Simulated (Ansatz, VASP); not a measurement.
## Two plane-wave programs on ZnS

```
Zn S
1.0
     3.78734    0.00000    0.00000
     1.89367    3.27994    0.00000
     1.89367    1.09331    3.09235
Zn S
1 1
Direct
  0.25000 0.25000 0.25000
  0.00000 0.00000 0.00000
```

Alike in both runs: functional PBEsol; k mesh 6 × 6 × 6; occupations fermi-dirac, width 0.05 eV; no spin polarisation.

Ansatz relaxed the structure, and its values are those at the end. VASP's run is a single point on that final structure, the one shown.

```csv
,VASP,Ansatz
version,VASP 6.6.1,Ansatz 0.2.0
potentials or method,"VASP PAW PBE potentials, release 64 (Zn, S)","plane waves, PAW"
plane-wave cutoff (eV),520,420
valence electrons in the cell,18,18
```

VASP gave:

```
pressure (GPa) : 0.2
```

Problem. Which values does Ansatz return?

Solution. Pressure (GPa): 0.0.

With one functional, cell and mesh, what is left measures potentials, basis and numerics.

Caveats: the PAW data sets were made with another functional, which shifts forces and pressure a little (VASP).
